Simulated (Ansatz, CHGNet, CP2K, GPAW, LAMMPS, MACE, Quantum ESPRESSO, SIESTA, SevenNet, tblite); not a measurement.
# Liquid Al2O3 at 2500 K (95 atoms) in GPAW, part 2 of 2

Aim: run liquid Al2O3 at 2500 K (95 atoms) in GPAW and see how near its forces come to a plane-wave reference, and at what cost.

Program: GPAW 26.7.0; the method stands at each step. Banners, paths, timers and routine set-up lines are dropped from the logs unmarked, and long logs keep their key lines alone; longer cuts are marked.

So far. Step 2 (PBE, LCAO dzp, h 0.18 Å): Forces lie 10 % from the reference's, at 0.44 times its CPU time (on 2 against 4 cores). Step 3 (PBE, LCAO dzp, h 0.18 Å, other mixer settings): Against the first run (10 %), the force difference from the reference is 10 %, at 1.3 times the CPU time: another solver or mixer reaches the same state.

### Step 4. PBE, LCAO szp(dzp), h 0.18 Å

Method: Kohn-Sham DFT, PBE, PAW, atomic orbitals (szp(dzp)).

The input, run.py:

```python
import numpy as np
from ase.io import read
from gpaw import GPAW, FermiDirac

atoms = read("structure.xyz")
atoms.calc = GPAW(
    mode="lcao",
    basis="szp(dzp)",
    h=0.18,
    xc="PBE",
    kpts={"size": (1, 1, 1), "gamma": True},
    occupations=FermiDirac(0.05),
    maxiter=200,
    symmetry={"point_group": False},
    txt="gpaw.txt",
)
energy = atoms.get_potential_energy(force_consistent=True)
forces = atoms.get_forces()
print(f"energy {energy:.6f} eV")
print("forces (eV/A)")
for i, (a, f) in enumerate(zip(atoms, forces)):
    print(f"{i:4d} {a.symbol:2s} {f[0]:10.5f} {f[1]:10.5f} {f[2]:10.5f}")
print(f"Fermi level {atoms.calc.get_fermi_level():.4f} eV")
for k in range(len(atoms.calc.get_ibz_k_points())):
    for s in range(atoms.calc.get_number_of_spins()):
        e = atoms.calc.get_eigenvalues(kpt=k, spin=s)
        n = np.searchsorted(e, atoms.calc.get_fermi_level())
        print(f"k {k} spin {s} levels about the Fermi level:", np.round(e[max(n - 6, 0):n], 4).tolist(), "|", np.round(e[n:n + 6], 4).tolist())
```

The input, structure.xyz:

```xyz
95
Lattice="10.46110 0.00000 0.00000 0.00000 10.46110 0.00000 0.00000 0.00000 10.46110" Properties=species:S:1:pos:R:3 pbc="T T T"
[... 95 atom lines left out: the same atoms as in the first run ...]
```

On the command line:

```sh
OMP_NUM_THREADS=1 python run.py > output.txt
```

Log:

```text
energy -595.497620 eV
forces (eV/A)
   0 Al    1.45290    0.02960   -0.17613
   1 Al    0.73562   -0.12559    2.03072
   2 Al    0.83854   -0.16592   -1.97790
   3 Al    5.65586    0.17684   -5.89142
   4 Al   -1.92428   -2.30058   -9.13321
   5 Al   -3.34775   -2.53260    3.79815
[...]
92 O     2.80208    0.04466    0.99239
  93 O    -3.85217   -0.33113   -1.97309
  94 O     2.62870    0.71917    5.91058
Fermi level 4.9043 eV
k 0 spin 0 levels about the Fermi level: [3.885, 3.8937, 4.1065, 4.141, 4.2555, 4.2952] | [5.4923, 6.7923, 6.9909, 7.4619, 7.5771, 7.7597]
```

gpaw.txt:

```text
Input parameters:
  mode=LCAO(),
  basis={'default': 'szp(dzp)'},
  h=0.18,
  kpts=MonkhorstPack(size=(1, 1, 1), gamma=True),
  maxiter=200,
  occupations=Occupations(name='fermi-dirac', width=0.05, fixmagmom=False),
[... lines left out ...]
  Fermi-Dirac:
[... lines left out ...]
convergence criteria:
- Maximum [total energy] change in last 3 cyles: 0.0005 eV / valence electron
[... lines left out ...]
Converged in 11 steps
[... lines left out ...]
  Free energy:    -595.497620
[... lines left out ...]
Fermi level: 4.904
[... lines left out ...]
|        ... |               |           |
|        277 |        11.641 |     0.000 |
Gap: 1.197 eV
Transition (v -> c):
  (s=0, k=0, n=227, [0.00, 0.00, 0.00]) -> (s=0, k=0, n=228, [0.00, 0.00, 0.00])
No difference between direct/indirect transitions
Force computation time: 38.021  # s
timing:  # [seconds]
  Total:  227.977  # ━━━━━━━━━━━━━━━━━━━━━━━━━━━━━━━━━━━━━━━━━━━━━━━━━━━━━━━━
  Init:     8.570  # ━━
  SCF:    181.360  # ━━━━━━━━━━━━━━━━━━━━━━━━━━━━━━━━━━━━━━━━━━━━╸
  Forces:  38.021  # ━━━━━━━━━╸
```

The job ended after 3.8 min (1 thread of Arm Neoverse V2, shared host; peak memory 1.9 GiB).

Compared with the plane-wave run:

```
r.m.s. force component                           : 2.993 eV/Å
r.m.s. difference of force components            : 278.3 meV/Å
longest difference of force vectors              : 1033 meV/Å
force difference over r.m.s. force               : 9.917 %
slope of forces against the reference's          : 1.064
correlation of force components                  : 0.9975
gap (highest filled to lowest empty level) : 1.197 eV
gap difference                                   : -0.2131 eV
```

This is a coarse setting, run to see what it loses.

Against the first run (10 %), the force difference from the reference is 9.9 %, at 0.70 times the CPU time (on 1 against 2 cores), with 855 basis functions against 1235: size alone doesn't set the difference here.

### Step 5. Another try, on a changed input

run.py: that of step 4 with these lines changed.

```diff
@@ -7,8 +7,8 @@
     mode="lcao",
-    basis="szp(dzp)",
+    basis="dzp",
     h=0.18,
-    xc="PBE",
+    xc="PBE96",
     kpts={"size": (1, 1, 1), "gamma": True},
     occupations=FermiDirac(0.05),
-    maxiter=200,
+    maxiter=60,
     symmetry={"point_group": False},
```

structure.xyz is that of step 4.

Log:

```text
ValueError: not enough values to unpack (expected 2, got 1)
NameError: Unknown functional: PBE96.
```

gpaw.txt:

```text
Input parameters:
  mode=LCAO(),
  basis={'default': 'dzp'},
  h=0.18,
  kpts=MonkhorstPack(size=(1, 1, 1), gamma=True),
  maxiter=60,
  occupations=Occupations(name='fermi-dirac', width=0.05, fixmagmom=False),
  symmetry=Symmetry(point_group=False),
  xc=XC(name='PBE96')
timing:  # [seconds]
  Total: 0.026  # ━━━━━━━━━━━━━━━━━━━━━━━━━━━━━━━━━━━━━━━━━━━━━━━━━━━━━━━━━━━
  Init:  0.008  # ━━━━━━━━━━━━━━━━━━
```

The job ended after 1.1 s (1 thread; peak memory 0.11 GiB).

The program stopped at the start. The fault in the input: an unknown functional (functional PBE96).

### Step 6. Side by side

Differences are against the plane-wave reference, forces as r.m.s. over components; share is that over the reference's r.m.s. force, slope the least-squares factor from reference forces to these. Total energies of different programs have different zeros and aren't compared.

```
                                               run  Δ force, r.m.s. (meV/Å)  share (%)  slope  Δ gap (eV)  cores  CPU time  memory (GiB)
                                         reference                        -          -      -           -      4    12 min           4.2
                      GPAW PBE, LCAO dzp, h 0.18 Å                      283       10.1  1.065      -0.109      2   5.4 min           2.3
GPAW PBE, LCAO dzp, h 0.18 Å, other mixer settings                      283       10.1  1.065      -0.109      2   7.1 min           2.2
        GPAW PBE, LCAO szp(dzp), h 0.18 Å (coarse)                      278       9.92  1.064      -0.213      1   3.8 min           1.9
```

Rows marked coarse were listed beforehand as settings not expected to be converged; some can still land near the reference.

CPU time is summed over cores on a shared host, where runs went side by side, so it is rough. Symmetry, cutoffs, thresholds, outputs and thread counts weren't matched or tuned between programs; memory under MPI is the largest rank's times the ranks.

Within one program, basis, potentials and functional, energies share a zero. Each run against its twin at the usual cutoff or grid and solver:

```
                                               run                twin  Δ energy (meV/atom)  Δ force, r.m.s. (meV/Å)  CPU time over the twin's
GPAW PBE, LCAO dzp, h 0.18 Å, other mixer settings  LCAO dzp, h 0.18 Å                    0                     1.03                       1.3
```

### Step 7. What came out

| Quantity | Value |
| --- | --- |
| nearest in forces | GPAW PBE, LCAO szp(dzp), h 0.18 Å (coarse), 9.9 % |
| its CPU time | 3.8 min |

What this shows: The PBE runs in local orbitals, coarse settings apart, differ by 10 % in each run; basis, grid and potentials can all enter. Runs with settings chosen to be coarse differ by 9.9 % (GPAW PBE, LCAO szp(dzp), h 0.18 Å), their programs' other errors included. Of the electronic-structure runs that take under half the reference's CPU time, GPAW PBE, LCAO szp(dzp), h 0.18 Å is among the nearest, at 9.9 % in 3.8 min against 12 min. At the same functional, gaps differ from the reference's 1.41 eV by between -0.21 and -0.11 eV. The frame stands for 2500 K, but pressures are static and levels are smeared at 580 K. The network of bonds at the start is that of the classical potential that made the cell, and needn't be the one that DFT or experiment would give. The reference's stress is far from hydrostatic: its diagonal is 3.6, 3.5, 7.3 GPa, compression counted positive. The electronic-structure runs sample only Γ, in a cell whose shortest periodic width is 10 Å.

[Also dropped from logs without a mark: logging warnings of Python, and SIESTA's first energy breakdown and zero terms.]

[Logs are printed without paths, hosts, clocks, repeated set-up lines and the standing remarks that a program may print on its own settings, such as how far it seeks lower states.]

[Hosts, paths, dates, database ids (printed as entryN), source tags and the programs' standing remarks are cut or masked in the printed files.]
